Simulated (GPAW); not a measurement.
# Ge (Fd-3m) in GPAW: notebook

Aim: see how the results for Ge move with the level of theory and the settings. Levels: PBE, RPBE, GLLB-SC. Tasks: dielectric tensor.

Program: GPAW 26.7.0. These are calculated values, not measurements. Logs are shortened: lines on timing, memory, paths and dates and some standing lists are left out, and cuts for length are marked. The log counts tension as positive stress, the text compression.

## 1. The structure

The structure is cubic, space group Fd-3m (No. 227). Conventional cell: a = 5.658 Å, b = 5.658 Å, c = 5.658 Å, α = 90.00°, β = 90.00°, γ = 90.00°. Ge (site symmetry -43m) has 4 Ge at 2.45 Å as nearest neighbours.

## 2. Dielectric tensor, PBE

run.py reads:

```python
import numpy as np
from ase.dft.bandgap import bandgap
from ase.io import read, write
from gpaw import GPAW, PW
from gpaw.response.df import DielectricFunction

atoms = read('Ge.xyz')

calc = GPAW(mode=PW(450),
            xc='PBE',
            kpts={'size': (7, 7, 7), 'gamma': True},
            occupations={'name': 'fermi-dirac', 'width': 0.001},
            nbands=11,
            convergence={'density': 1e-06},
            maxiter=150,
            txt='gpaw.txt')
atoms.calc = calc
energy = atoms.get_potential_energy()
calc.write('gs.gpw')
write('result.traj', atoms)
print(f'Energy: {energy:.6f} eV')
print('Fermi level:', round(calc.get_fermi_level(), 4), 'eV')
print(f'Gap: {bandgap(calc)[0]:.4f} eV, direct: {bandgap(calc, direct=True)[0]:.4f} eV')

for size in [(21, 21, 21)]:
    name = 'x'.join(str(n) for n in size)
    dense = calc.fixed_density(kpts={'size': size, 'gamma': True},
                               nbands=30, convergence={'bands': 24, 'eigenstates': 1e-7},
                               update_fermi_level=True, txt=f'dense-{name}.txt')
    dense.write(f'{name}.gpw', mode='all')
    df = DielectricFunction(f'{name}.gpw', frequencies=np.array([0.0]), hilbert=False, eta=0.001,
                            ecut=80, nbands=24, intraband=False, txt=f'df-{name}.txt')
    for xc in ['RPA']:
        for direction in ['x', 'y', 'z', [0, 1, 1], [1, 0, 1], [1, 1, 0]]:
            e0, e = df.get_macroscopic_dielectric_constant(xc=xc, direction=direction)
            print(f'{name} {xc} {direction}: {e0:.4f} without, {e:.4f} with local fields')
```

Ge.xyz reads:

```xyz
2
Lattice="0.0000000000 2.8289100000 2.8289100000 2.8289100000 0.0000000000 2.8289100000 2.8289100000 2.8289100000 0.0000000000" Properties=species:S:1:pos:R:3 pbc="T T T"
Ge     4.2433650000      4.2433650000      4.2433650000
Ge     2.8289100000      2.8289100000      2.8289100000
```

Potentials or basis: GPAW PAW data sets (gpaw-data 1.2.1), pw.

Command:

```
OMP_NUM_THREADS=1 python run.py
```

gpaw.txt:

```text
__  _  _
 | _ |_)|_||  |
 |__||  | ||/\| - 26.7.0

Input parameters:
  mode=PW(ecut=450.00000000000006),
  convergence={'density': 1e-06},
  kpts=MonkhorstPack(size=(7, 7, 7), gamma=True),
  maxiter=150,
  nbands=11,
  occupations=Occupations(name='fermi-dirac', width=0.001),
  xc=XC(name='PBE')

Diagonalizing LCAO Hamiltonian
Converting LCAO to pw mode

           Ge

       Ge

Atoms  # Å, Bohr magnetons
|   | symbol |        x |        y |        z |    initial magnetic moments |
|---|--------|----------|----------|----------|-----------------------------|
| 0 |     Ge | 4.243365 | 4.243365 | 4.243365 | ( 0.0000,  0.0000,  0.0000) |
| 1 |     Ge | 2.828910 | 2.828910 | 2.828910 | ( 0.0000,  0.0000,  0.0000) |

Unit cell  # Å
| periodic |        x |        y |        z |  lengths |    angles |
|----------|----------|----------|----------|----------|-----------|
|      yes | 0.000000 | 2.828910 | 2.828910 | 4.000683 | 60.000000 |
|      yes | 2.828910 | 0.000000 | 2.828910 | 4.000683 | 60.000000 |
|      yes | 2.828910 | 2.828910 | 0.000000 | 4.000683 | 60.000000 |

Number of symmetries: 24
Symmetry operations  # r_c * U_cc + t_c -> r_c
|    | kind |            matrix            |
|----|------|------------------------------|
|  0 |  E   |  1, 0, 0,  0, 1, 0,  0, 0, 1 |
|  1 |  σ   |  1, 0, 0,  0, 0, 1,  0, 1, 0 |
|  2 |  σ   |  1, 0,-1,  0, 1,-1,  0, 0,-1 |
|  3 |  C3  |  1, 0,-1,  0, 0,-1,  0, 1,-1 |
|  4 |  C3  |  1,-1, 0,  0,-1, 1,  0,-1, 0 |
|  5 |  σ   |  1,-1, 0,  0,-1, 0,  0,-1, 1 |
|  6 |  σ   |  0, 1, 0,  1, 0, 0,  0, 0, 1 |
|  7 |  C3  |  0, 1, 0,  0, 0, 1,  1, 0, 0 |
|  8 |  C2  |  0, 1,-1,  1, 0,-1,  0, 0,-1 |
|  9 |  S4  |  0, 1,-1,  0, 0,-1,  1, 0,-1 |
| 10 |  C3  |  0, 0, 1,  1, 0, 0,  0, 1, 0 |
| 11 |  σ   |  0, 0, 1,  0, 1, 0,  1, 0, 0 |
| 12 |  S4  |  0, 0,-1,  1, 0,-1,  0, 1,-1 |
| 13 |  C3  |  0, 0,-1,  0, 1,-1,  1, 0,-1 |
| 14 |  S4  |  0,-1, 1,  1,-1, 0,  0,-1, 0 |
| 15 |  C2  |  0,-1, 1,  0,-1, 0,  1,-1, 0 |
| 16 |  C3  |  0,-1, 0,  1,-1, 0,  0,-1, 1 |
| 17 |  S4  |  0,-1, 0,  0,-1, 1,  1,-1, 0 |
| 18 |  S4  | -1, 1, 0, -1, 0, 1, -1, 0, 0 |
| 19 |  C3  | -1, 1, 0, -1, 0, 0, -1, 0, 1 |
| 20 |  C3  | -1, 0, 1, -1, 1, 0, -1, 0, 0 |
| 21 |  S4  | -1, 0, 1, -1, 0, 0, -1, 1, 0 |
| 22 |  σ   | -1, 0, 0, -1, 1, 0, -1, 0, 1 |
| 23 |  C2  | -1, 0, 0, -1, 0, 1, -1, 1, 0 |

BZ-sampling:
  Number of BZ points: 343
  Number of IBZ points: 20

  Monkhorst-Pack size: [7, 7, 7]
  Monkhorst-Pack shift: [0, 0, 0]

K-points  # in reciprocal-cell coordinates
|     |                                coordinates |     weight |
|-----|--------------------------------------------|------------|
|   0 | (  0.00000000,   0.00000000,   0.00000000) | 0.00291545 |
|   1 | (  0.14285714,   0.14285714,   0.00000000) | 0.01749271 |
|   2 | (  0.14285714,   0.14285714,   0.14285714) | 0.02332362 |
|   3 | (  0.28571429,   0.14285714,   0.14285714) | 0.03498542 |
|   4 | (  0.28571429,   0.28571429,   0.00000000) | 0.01749271 |
|   5 | (  0.28571429,   0.28571429,   0.14285714) | 0.06997085 |
|   6 | (  0.28571429,   0.28571429,   0.28571429) | 0.02332362 |
|   7 | (  0.42857143,  -0.28571429,  -0.28571429) | 0.03498542 |
|   8 | (  0.42857143,   0.28571429,  -0.42857143) | 0.13994169 |
|   9 | (  0.42857143,   0.28571429,  -0.28571429) | 0.06997085 |
| ... |                                            |            |
|  19 | (  0.42857143,   0.42857143,   0.42857143) | 0.02332362 |

Plane wave coefficients: 998
Cutoff: 450.00000000000006 eV

Spin-components: 1 (collinear spins)
Bands:           11
Projectors:      10
Spin-degeneracy: 2
Datatype:        complex128

Parallelization:
  kpt:    1
  domain: 1
  band:   1

Density:
  Valence electrons: 8.0
  Components: 1
  Grid points: [20 20 20]
  Charge: 0.0  # |e|

Potential:
  Grid points: [20 20 20]

species:
  Ge:
    name:    Germanium
    Z:       32.0
    valence: 4
    core:    28
    charge:  0.0  # [|e|]
    compensation charges:
      type: gauss
      rc: 0.32  # [Å]
      lmax: 2
    cutoffs:
      filter: 1.77  # [Å]
      core: 3.42  # [Å]
    projectors
    | kind |    occ | energy [eV] | rcut [Å] |
    |------|--------|-------------|----------|
    |   4s |  2.000 |     -11.726 |    1.005 |
    |   4p |  2.000 |      -3.896 |    1.005 |
    |    s |        |      15.485 |    1.005 |
    |    p |        |      23.315 |    1.005 |
    |    d |        |       0.000 |    1.005 |

    Using partial waves for Ge as LCAO basis

Reference energy: -114195.275705  # eV

eigensolver:
  PPCG
  Converge bands: occupied
  niter=2

density mixing:
  MSR1-Mixer
  Pratt-step length: 0.05
  Maximum mixing coefficient: 0.75
  Old densities: 10
  SVD Regularization: 0.005
  Good broyden scale: 1.0
  Trust region scale: 1.0
  Backstep threshold: 4.0
  History deletion threshold: 6.0
  Fourier metric: weight=20.0, sigma=0.015

occupation numbers:
  Fermi-Dirac:
    width: 0.0010  # eV

poisson solver:
  ecut: 3600.0000000000005  # eV

xc functional:
  name: PBE with 2 nearest neighbor stencil

convergence criteria:
- Maximum integral of absolute [dens]ity change: 1e-06 electrons / valence electron
- Maximum [total energy] change in last 3 cyles: 0.0005 eV / valence electron
- Maximum integral of absolute [eigenst]ate change: 4e-08 eV^2 / valence electron
maximum number of iterations: 150

SCF iterations
|iter     | |      energy | eigst |  dens |
|---------|-|-------------|-------|-------|
|iter:   1| |   -9.015734 | -0.47 |       |
|iter:   2| |   -9.012938 | -2.70 | -0.91 |
|iter:   3| |   -8.981489 | -2.69 | -0.93 |
|iter:   4| |   -8.981512 | -3.59 | -1.52 |
|iter:   5| |   -8.981600c| -5.24 | -2.49 |
|iter:   6| |   -8.981606c| -6.80 | -3.16 |
|iter:   7| |   -8.981606c| -7.95c| -3.77 |
|iter:   8| |   -8.981606c| -8.47c| -5.08 |
|iter:   9| |   -8.981606c| -9.37c| -5.58 |
|iter:  10| |   -8.981606c| -9.91c| -5.97 |
|iter:  11| |   -8.981606c|-10.68c| -7.14c|

Converged in 11 steps
Energy contributions relative to reference atoms: (reference = -114195.275705)

Energy contributions:
  Kinetic:          26.051447
  Coulomb:         -23.219739
  Zero:              0.009154
  External:          0.000000
  Xc:              -11.822467
  Entropy:          -0.000000
  Spinorbit:         0.000000
  ----------------------------
  Free energy:      -8.981606
  Extrapolated:     -8.981606

dipole moment: (3.701942, 3.701942, 3.701942)  # |e|*Ang

Fermi level: 6.018
Eigenvalues  # (at kpt = [0.000, 0.000, 0.000])
| band index |      eig [eV] | occ [0-2] |
|------------|---------------|-----------|
|          0 |        -6.775 |     2.000 |
|          1 |         5.982 |     2.000 |
|          2 |         5.982 |     2.000 |
|          3 |         5.982 |     2.000 |
|          4 |         6.073 |     0.000 |
|          5 |         8.540 |     0.000 |
|          6 |         8.540 |     0.000 |
|          7 |         8.540 |     0.000 |
|          8 |        12.432 |     0.000 |
|          9 |        15.368 |     0.000 |
|         10 |        15.369 |     0.000 |

Gap: 0.091 eV
Transition (v -> c):
  (s=0, k=0, n=3, [0.00, 0.00, 0.00]) -> (s=0, k=0, n=4, [0.00, 0.00, 0.00])
No difference between direct/indirect transitions
# Writing to gs.gpw (mode='')
```

It took 1.7 min on 1 thread of Arm Neoverse V1, shared host; peak memory 0.42 GiB.

Results:

```
Free energy                             : -8.9816 eV
Band gap on the k mesh                  : 0.09 eV, direct
Electronic dielectric tensor (diagonal) : 191.83
```

Electronic dielectric tensor:
```
191.83   0.00   0.00
  0.00 191.83   0.00
  0.00   0.00 191.83
```

Caveat: the gap is small at this level, which inflates the dielectric constant; the long-wavelength limit can be off by a per cent or two; an odd mesh through Γ misses points on the zone boundary, where band edges often lie.

## 3. Dielectric tensor, RPBE

Edit run.py of step 2 so:

```diff
@@ -9,3 +9,3 @@
 calc = GPAW(mode=PW(450),
-            xc='PBE',
+            xc='RPBE',
             kpts={'size': (7, 7, 7), 'gamma': True},
```

Ge.xyz is that of step 2.

Potentials or basis: the program's PAW data sets (release 1.2.1) made for this functional, pw.

Command:

```
OMP_NUM_THREADS=1 python run.py
```

gpaw.txt:

```text
__  _  _
 | _ |_)|_||  |
 |__||  | ||/\| - 26.7.0

Input parameters:
  mode=PW(ecut=450.00000000000006),
  convergence={'density': 1e-06},
  kpts=MonkhorstPack(size=(7, 7, 7), gamma=True),
  maxiter=150,
  nbands=11,
  occupations=Occupations(name='fermi-dirac', width=0.001),
  xc=XC(name='RPBE')

Diagonalizing LCAO Hamiltonian
Converting LCAO to pw mode

           Ge

       Ge

Atoms  # Å, Bohr magnetons
|   | symbol |        x |        y |        z |    initial magnetic moments |
|---|--------|----------|----------|----------|-----------------------------|
| 0 |     Ge | 4.243365 | 4.243365 | 4.243365 | ( 0.0000,  0.0000,  0.0000) |
| 1 |     Ge | 2.828910 | 2.828910 | 2.828910 | ( 0.0000,  0.0000,  0.0000) |

Unit cell  # Å
| periodic |        x |        y |        z |  lengths |    angles |
|----------|----------|----------|----------|----------|-----------|
|      yes | 0.000000 | 2.828910 | 2.828910 | 4.000683 | 60.000000 |
|      yes | 2.828910 | 0.000000 | 2.828910 | 4.000683 | 60.000000 |
|      yes | 2.828910 | 2.828910 | 0.000000 | 4.000683 | 60.000000 |

Number of symmetries: 24
Symmetry operations  # r_c * U_cc + t_c -> r_c
|    | kind |            matrix            |
|----|------|------------------------------|
|  0 |  E   |  1, 0, 0,  0, 1, 0,  0, 0, 1 |
|  1 |  σ   |  1, 0, 0,  0, 0, 1,  0, 1, 0 |
|  2 |  σ   |  1, 0,-1,  0, 1,-1,  0, 0,-1 |
|  3 |  C3  |  1, 0,-1,  0, 0,-1,  0, 1,-1 |
|  4 |  C3  |  1,-1, 0,  0,-1, 1,  0,-1, 0 |
|  5 |  σ   |  1,-1, 0,  0,-1, 0,  0,-1, 1 |
|  6 |  σ   |  0, 1, 0,  1, 0, 0,  0, 0, 1 |
|  7 |  C3  |  0, 1, 0,  0, 0, 1,  1, 0, 0 |
|  8 |  C2  |  0, 1,-1,  1, 0,-1,  0, 0,-1 |
|  9 |  S4  |  0, 1,-1,  0, 0,-1,  1, 0,-1 |
| 10 |  C3  |  0, 0, 1,  1, 0, 0,  0, 1, 0 |
| 11 |  σ   |  0, 0, 1,  0, 1, 0,  1, 0, 0 |
| 12 |  S4  |  0, 0,-1,  1, 0,-1,  0, 1,-1 |
| 13 |  C3  |  0, 0,-1,  0, 1,-1,  1, 0,-1 |
| 14 |  S4  |  0,-1, 1,  1,-1, 0,  0,-1, 0 |
| 15 |  C2  |  0,-1, 1,  0,-1, 0,  1,-1, 0 |
| 16 |  C3  |  0,-1, 0,  1,-1, 0,  0,-1, 1 |
| 17 |  S4  |  0,-1, 0,  0,-1, 1,  1,-1, 0 |
| 18 |  S4  | -1, 1, 0, -1, 0, 1, -1, 0, 0 |
| 19 |  C3  | -1, 1, 0, -1, 0, 0, -1, 0, 1 |
| 20 |  C3  | -1, 0, 1, -1, 1, 0, -1, 0, 0 |
| 21 |  S4  | -1, 0, 1, -1, 0, 0, -1, 1, 0 |
| 22 |  σ   | -1, 0, 0, -1, 1, 0, -1, 0, 1 |
| 23 |  C2  | -1, 0, 0, -1, 0, 1, -1, 1, 0 |

BZ-sampling:
  Number of BZ points: 343
  Number of IBZ points: 20

  Monkhorst-Pack size: [7, 7, 7]
  Monkhorst-Pack shift: [0, 0, 0]

K-points  # in reciprocal-cell coordinates
|     |                                coordinates |     weight |
|-----|--------------------------------------------|------------|
|   0 | (  0.00000000,   0.00000000,   0.00000000) | 0.00291545 |
|   1 | (  0.14285714,   0.14285714,   0.00000000) | 0.01749271 |
|   2 | (  0.14285714,   0.14285714,   0.14285714) | 0.02332362 |
|   3 | (  0.28571429,   0.14285714,   0.14285714) | 0.03498542 |
|   4 | (  0.28571429,   0.28571429,   0.00000000) | 0.01749271 |
|   5 | (  0.28571429,   0.28571429,   0.14285714) | 0.06997085 |
|   6 | (  0.28571429,   0.28571429,   0.28571429) | 0.02332362 |
|   7 | (  0.42857143,  -0.28571429,  -0.28571429) | 0.03498542 |
|   8 | (  0.42857143,   0.28571429,  -0.42857143) | 0.13994169 |
|   9 | (  0.42857143,   0.28571429,  -0.28571429) | 0.06997085 |
| ... |                                            |            |
|  19 | (  0.42857143,   0.42857143,   0.42857143) | 0.02332362 |

Plane wave coefficients: 998
Cutoff: 450.00000000000006 eV

Spin-components: 1 (collinear spins)
Bands:           11
Projectors:      10
Spin-degeneracy: 2
Datatype:        complex128

Parallelization:
  kpt:    1
  domain: 1
  band:   1

Density:
  Valence electrons: 8.0
  Components: 1
  Grid points: [20 20 20]
  Charge: 0.0  # |e|

Potential:
  Grid points: [20 20 20]

species:
  Ge:
    name:    Germanium
    Z:       32.0
    valence: 4
    core:    28
    charge:  0.0  # [|e|]
    compensation charges:
      type: gauss
      rc: 0.32  # [Å]
      lmax: 2
    cutoffs:
      filter: 1.77  # [Å]
      core: 3.42  # [Å]
    projectors
    | kind |    occ | energy [eV] | rcut [Å] |
    |------|--------|-------------|----------|
    |   4s |  2.000 |     -11.662 |    1.005 |
    |   4p |  2.000 |      -3.859 |    1.005 |
    |    s |        |      15.549 |    1.005 |
    |    p |        |      23.352 |    1.005 |
    |    d |        |       0.000 |    1.005 |

    Using partial waves for Ge as LCAO basis

Reference energy: -114207.418677  # eV

eigensolver:
  PPCG
  Converge bands: occupied
  niter=2

density mixing:
  MSR1-Mixer
  Pratt-step length: 0.05
  Maximum mixing coefficient: 0.75
  Old densities: 10
  SVD Regularization: 0.005
  Good broyden scale: 1.0
  Trust region scale: 1.0
  Backstep threshold: 4.0
  History deletion threshold: 6.0
  Fourier metric: weight=20.0, sigma=0.015

occupation numbers:
  Fermi-Dirac:
    width: 0.0010  # eV

poisson solver:
  ecut: 3600.0000000000005  # eV

xc functional:
  name: RPBE with 2 nearest neighbor stencil

convergence criteria:
- Maximum integral of absolute [dens]ity change: 1e-06 electrons / valence electron
- Maximum [total energy] change in last 3 cyles: 0.0005 eV / valence electron
- Maximum integral of absolute [eigenst]ate change: 4e-08 eV^2 / valence electron
maximum number of iterations: 150

SCF iterations
|iter     | |      energy | eigst |  dens |
|---------|-|-------------|-------|-------|
|iter:   1| |   -8.275833 | -0.47 |       |
|iter:   2| |   -8.276608 | -2.71 | -0.91 |
|iter:   3| |   -8.274110c| -2.68 | -0.93 |
|iter:   4| |   -8.276829c| -3.46 | -1.51 |
|iter:   5| |   -8.277035c| -5.04 | -2.45 |
|iter:   6| |   -8.277055c| -6.38 | -3.01 |
|iter:   7| |   -8.277055c| -7.75c| -3.80 |
|iter:   8| |   -8.277055c| -7.99c| -4.75 |
|iter:   9| |   -8.277055c| -8.42c| -5.18 |
|iter:  10| |   -8.277055c| -9.45c| -5.83 |
|iter:  11| |   -8.277055c|-10.26c| -6.52c|

Converged in 11 steps
Energy contributions relative to reference atoms: (reference = -114207.418677)

Energy contributions:
  Kinetic:          26.288711
  Coulomb:         -23.298135
  Zero:              0.003414
  External:          0.000000
  Xc:              -11.271044
  Entropy:          -0.000000
  Spinorbit:         0.000000
  ----------------------------
  Free energy:      -8.277055
  Extrapolated:     -8.277055

dipole moment: (3.704216, 3.704216, 3.704216)  # |e|*Ang

Fermi level: 6.118
Eigenvalues  # (at kpt = [0.000, 0.000, 0.000])
| band index |      eig [eV] | occ [0-2] |
|------------|---------------|-----------|
|          0 |        -6.637 |     2.000 |
|          1 |         6.090 |     2.000 |
|          2 |         6.090 |     2.000 |
|          3 |         6.090 |     2.000 |
|          4 |         6.288 |     0.000 |
|          5 |         8.654 |     0.000 |
|          6 |         8.654 |     0.000 |
|          7 |         8.654 |     0.000 |
|          8 |        12.743 |     0.000 |
|          9 |        15.437 |     0.000 |
|         10 |        15.437 |     0.000 |

Gap: 0.198 eV
Transition (v -> c):
  (s=0, k=0, n=3, [0.00, 0.00, 0.00]) -> (s=0, k=0, n=4, [0.00, 0.00, 0.00])
No difference between direct/indirect transitions
# Writing to gs.gpw (mode='')
```

df-21x21x21.txt:

```text
FrequencyGridDescriptor(from 0.000 to 0.000 eV, 1 points)
FrequencyGridDescriptor(from 0.000 to 0.000 eV, 1 points)

Calculating chi0 body with:
    Ground state adapter containing:
    Number of spins: 1
    Number of kpoints: 9261
    Number of irreducible kpoints: 286
    Number of completely occupied states: 4
    Number of partially occupied states: 4

    Linear response parametrization:
    q_c: [0.0, 0.0, 0.0]
    Number of frequency points: 1
    Planewave cutoff: 80.0
    Number of bands: 24
    Number of planewaves: 65
    Broadening (eta): 0.001

Integrating chi0 body.

Symmetries of q_c:
    Direct symmetries (Uq -> q): 24
    Indirect symmetries (TUq -> q): 24
In total 48 allowed symmetries.

Integral kind: response function

Calculating chi0 optical extensions with:
    Ground state adapter containing:
    Number of spins: 1
    Number of kpoints: 9261
    Number of irreducible kpoints: 286
    Number of completely occupied states: 4
    Number of partially occupied states: 4

    Linear response parametrization:
    Number of frequency points: 1
    Planewave cutoff: 80.0
    Number of bands: 24
    Number of planewaves: 65
    Broadening (eta): 0.001
Integrating chi0 head and wings.

Symmetries of q_c:
    Direct symmetries (Uq -> q): 24
    Indirect symmetries (TUq -> q): 24
In total 48 allowed symmetries.

Integral kind: response function wings

Finished calculating chi0
```

It took 1.8 min on 1 thread of Arm Neoverse V1, shared host; peak memory 0.42 GiB.

Results:

```
Free energy                             : -8.2771 eV
Band gap on the k mesh                  : 0.20 eV, direct
Electronic dielectric tensor (diagonal) : 34.15
```

Electronic dielectric tensor:
```
34.15  0.00  0.00
 0.00 34.15  0.00
 0.00  0.00 34.15
```

Caveat: the gap is small at this level, which inflates the dielectric constant; the long-wavelength limit can be off by a per cent or two; an odd mesh through Γ misses points on the zone boundary, where band edges often lie.

(Part 1 of 2 ends here.)
